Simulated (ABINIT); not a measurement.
A run of ABINIT 10.8.3 (patched build) is set up as follows.

run.abi

```
# Datasets: one volume each
ndtset 7
getwfk -1
scalecart1 3*0.9795861087
scalecart2 3*0.9864848297
scalecart3 3*0.9932883884
scalecart4 3*1.0000000000
scalecart5 3*1.0066227096
scalecart6 3*1.0131594038
scalecart7 3*1.0196128224

# Pseudopotentials
pp_dirpath "./"
pseudos "Al.GGA_PBE-JTH.xml"

# Structure
acell 5.4112434042 5.4112434042 5.4112434042
rprim
     0.0000000000     0.7071067812     0.7071067812
     0.7071067812     0.0000000000     0.7071067812
     0.7071067812     0.7071067812     0.0000000000
ntypat 1
znucl 13
natom 1
typat 1
xred
     0.0000000000     0.0000000000     0.0000000000

# Plane-wave basis
ecut 489.804952 eV
pawecutdg 36.0

# k points
kptopt 1
ngkpt 11 11 11
nshiftk 1
shiftk 0.0 0.0 0.0

# Exchange and correlation
ixc -497498
usekden 1
pawxcdev 0

# Bands and occupations
nband 6
occopt 3
tsmear 0.05 eV

# SCF cycle
nstep 100
tolvrs 1.0e-7

# Output
iomode 3
prtwf 1
prtden 0
prteig 0
prtebands 0
```

Potentials or basis: JTH PAW PBE v2.0.

Command:

```sh
$ abinit run.abi > log 2>&1
```

(1) Estimate the pressure derivative of the bulk modulus.

(2) Predict the equilibrium volume.

(3) What does it give for the bulk modulus?

Answers

(1) 4.1.

(2) 16.05 Å³/atom.

(3) 89 GPa.

Caveat: pressures at fixed basis lie under the slope of the energies; the PAW data sets were made with another functional, which shifts forces and pressure a little.

**Measured values to compare with.**

From “The interpretation of polycrystalline coherent inelastic neutron scattering from aluminium”, 2013, pmc:3831299, for a bulk crystal of Al: bulk modulus 76.9 GPa.

Against the measured bulk modulus of Al, 76.9 GPa (quoted in “The interpretation of polycrystalline coherent inelastic neutron scattering from aluminium”, 2013, pmc:3831299), the calculated 89 GPa is off by +15.9 %. The fit is for a static lattice scaled at fixed shape and fixed fractional positions. The cell as given is a measured one (16.60 Å³/atom); r2SCAN puts the equilibrium volume -3.3 % from it, thermal expansion not counted.
